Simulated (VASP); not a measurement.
HgTe (Coloradoite): elastic constants with PBE

Crystal: HgTe (Coloradoite).

```
Hg Te
1.0
     0.00000    3.32760    3.32760
     3.32760    0.00000    3.32760
     3.32760    3.32760    0.00000
Hg Te
1 1
Direct
  0.00000 0.00000 0.00000
  0.25000 0.25000 0.25000
```

- Program: VASP 6.6.1
- Task: elastic constants
- Functional: PBE
- Potentials or basis: VASP PAW PBE potentials, release 64 (Hg, Te)
- Cutoff: 600 eV
- k mesh: 10 × 10 × 10
- Occupations: gaussian, width 0.03 eV
- Spin: no spin polarisation
- Ions in elastic constants: relaxed
- Further INCAR settings: ALGO = Fast; EDIFF = 1e-08; IBRION = 6; POTIM = 0.015; NSW = 1; ISIF = 3

| Item | Value |
| --- | --- |
| Elastic constants C11, C12, C44 | 44, 29, 19 GPa |
| Voigt bulk modulus | 34 GPa |
| Highest phonon frequency at Γ, LO-TO splitting left out | 97 cm⁻¹ |

Phonon frequencies in cm⁻¹ (negative: imaginary):
```
              q point     frequencies
(0.000, 0.000, 0.000)  0 0 0 97 97 97
```

Elastic tensor in Voigt notation (GPa, in the Cartesian axes of the cell as first typed):
```
44 29 29  0  0  0
29 44 29  0  0  0
29 29 44  0  0  0
 0  0  0 19  0  0
 0  0  0  0 19  0
 0  0  0  0  0 19
```

Clamped-ion elastic tensor (GPa):
```
44 29 29  0  0  0
29 44 29  0  0  0
29 29 44  0  0  0
 0  0  0 29  0  0
 0  0  0  0 29  0
 0  0  0  0  0 29
```

Wall time 31 min on 1 thread of Intel(R) Xeon(R) Platinum 8488C (Sapphire Rapids), with other jobs on the host, peak memory 0.74 GiB.

Spin-orbit coupling is left out, which matters for the levels of Hg, Te.
